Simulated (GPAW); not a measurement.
ZrB2:

```xyz
3
Lattice="3.1700 0.0000 0.0000 -1.5850 2.7453 0.0000 0.0000 0.0000 3.5330" Properties=species:S:1:pos:R:3 pbc="T T T"
Zr    0.0000    0.0000    0.0000
B     1.5850    0.9151    1.7665
B     0.0000    1.8302    1.7665
```

- Program: GPAW 26.7.0
- Task: relaxation of cell and atoms
- Functional: PBEsol
- Dispersion: D3(BJ)
- Potentials or basis: PAW data sets generated in the run's folder for this functional
- Cutoff: 800 eV
- Basis: pw
- k mesh: 7 × 7 × 5
- Occupations: fermi-dirac, width 0.05 eV
- Spin: no spin polarisation

At the start: pressure -10.5 GPa; volume 10.25 Å³/atom.

**Question.** How do energy, volume and symmetry change on relaxing?

**Answer.** Over 24 steps the energy falls by 14.7 meV/atom and the volume is 9.81 Å³/atom (-4.3 %); space group P6/mmm (No. 191, to 0.05 Å).

Step by step:
| step | energy change (eV) | largest force (eV/Å) | pressure (GPa) | volume (Å³) |
| --- | --- | --- | --- | --- |
| 1 | 0.0000 | 0.0000 | -10.51 | 30.75 |
| 2 | -0.0123 | 0.0000 | -9.01 | 30.54 |
| 3 | -0.0299 | 0.0000 | -6.12 | 30.16 |
| 4 | -0.0422 | 0.0000 | -2.13 | 29.68 |
| 5 | -0.0414 | 0.0000 | 2.45 | 29.16 |
| 6 | -0.0416 | 0.0000 | 2.35 | 29.17 |
| 7 | -0.0420 | 0.0000 | 2.15 | 29.19 |
| 8 | -0.0424 | 0.0000 | 1.86 | 29.22 |
| 9 | -0.0429 | 0.0000 | 1.50 | 29.26 |
| 10 | -0.0434 | 0.0000 | 1.07 | 29.31 |
| 11 | -0.0438 | 0.0000 | 0.61 | 29.36 |
| 12 | -0.0441 | 0.0000 | 0.13 | 29.41 |
| 13 | -0.0442 | 0.0000 | -0.37 | 29.47 |
| 14 | -0.0442 | 0.0000 | -0.37 | 29.47 |
| 15 | -0.0442 | 0.0000 | -0.36 | 29.47 |
| 16 | -0.0442 | 0.0000 | -0.35 | 29.46 |
| 17 | -0.0442 | 0.0000 | -0.33 | 29.46 |
| 18 | -0.0442 | 0.0000 | -0.31 | 29.46 |
| 19 | -0.0442 | 0.0000 | -0.29 | 29.46 |
| 20 | -0.0442 | 0.0000 | -0.26 | 29.45 |
| 21 | -0.0442 | 0.0000 | -0.22 | 29.45 |
| 22 | -0.0442 | 0.0000 | -0.18 | 29.44 |
| 23 | -0.0442 | 0.0000 | -0.13 | 29.44 |
| 24 | -0.0442 | 0.0000 | -0.08 | 29.43 |

Final structure:
```yaml
crystal:
  lattice:
    - [3.13099, 0.00000, 0.00000]
    - [-1.56549, 2.71152, 0.00000]
    - [0.00000, 0.00000, 3.46687]
  atoms:
    - { symbol: Zr, position: [0.00000, 0.00000, 0.00000] }
    - { symbol: B, position: [0.66667, 0.33333, 0.50000] }
    - { symbol: B, position: [0.33333, 0.66667, 0.50000] }
```

Caveat: later steps reuse the first step's grids; pairwise dispersion overbinds metals, which lowers pressure and volume.
